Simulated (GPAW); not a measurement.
Runs of GPAW 26.7.0 on CdS (Hawleyite). Symmetry: F-43m, No. 216, cubic system. Conventional cell: a = 5.833 Å, b = 5.833 Å, c = 5.833 Å, α = 90.00°, β = 90.00°, γ = 90.00°. Cd (site symmetry -43m) is surrounded by 4 S at 2.53 Å. Around S (site symmetry -43m) lie 4 Cd at 2.53 Å. 

```csv
task,level,potentials or basis,spin,cell,k mesh,optimizer,fmax,max steps,convergence,band path,gap on the mesh (eV),pressure (GPa),relaxed volume (Å³/atom)
relaxation of cell and atoms,PBEsol,"PAW data sets generated in the run's folder for this functional, pw",off,relaxed,8 × 8 × 8,BFGS,0.05 eV/Å,40,density=1e-05 forces=0.0001,-,(a),0.0,24.61
band structure,RPBE,"the program's PAW data sets (release 1.2.1) made for this functional, pw",off,as given,8 × 8 × 8,-,-,-,-,"GXWKGLUWLK,UX",1.31,(b),-
band structure,revPBE,"the program's PAW data sets (release 1.2.1) made for this functional, pw",off,as given,8 × 8 × 8,-,-,-,-,"GXWKGLUWLK,UX",1.26,4.2,-
band structure,PBEsol,"PAW data sets generated in the run's folder for this functional, pw","SOC, no magnetisation",as given,6 × 6 × 6,-,-,-,-,"GXWKGLUWLK,UX",0.97,(c),-
relaxation of cell and atoms,RPBE,"the program's PAW data sets (release 1.2.1) made for this functional, pw",off,relaxed,8 × 8 × 8,FIRE,0.05 eV/Å,60,density=1e-05 forces=0.0001,-,1.11,-0.3,27.14
relaxation of cell and atoms,LDA,"the program's PAW data sets (release 1.2.1) made for this functional, pw",off,relaxed,8 × 8 × 8,BFGS,0.01 eV/Å,100,density=1e-05 forces=0.0001,-,0.93,0.0,23.77
band structure,BLYP,"PAW data sets generated in the run's folder for this functional, pw",off,as given,8 × 8 × 8,-,-,-,-,"GXWKGLUWLK,UX",1.08,5.9,-
band structure,LDA,"the program's PAW data sets (release 1.2.1) made for this functional, pw",off,as given,8 × 8 × 8,-,-,-,-,"GXWKGLUWLK,UX",0.85,-2.7,-
```

Alike in all rows: cutoff (eV) 600; smearing fermi-dirac 0.05 eV.

Question: Fill in the values left out.

Answer: (a) 1.00; (b) 4.8; (c) -0.5.

Caveats: later steps reuse the first step's grids (some runs); spin-orbit coupling was added after a scalar SCF, so levels and gaps hold it while energy, forces, pressure and moments don't (some runs); this program's spin-orbit splittings come out too wide for heavy elements (some runs).

A k mesh can miss the band edges, and rows without SOC leave out spin-orbit coupling on Cd.

Runs at the PBE level aren't shown here.
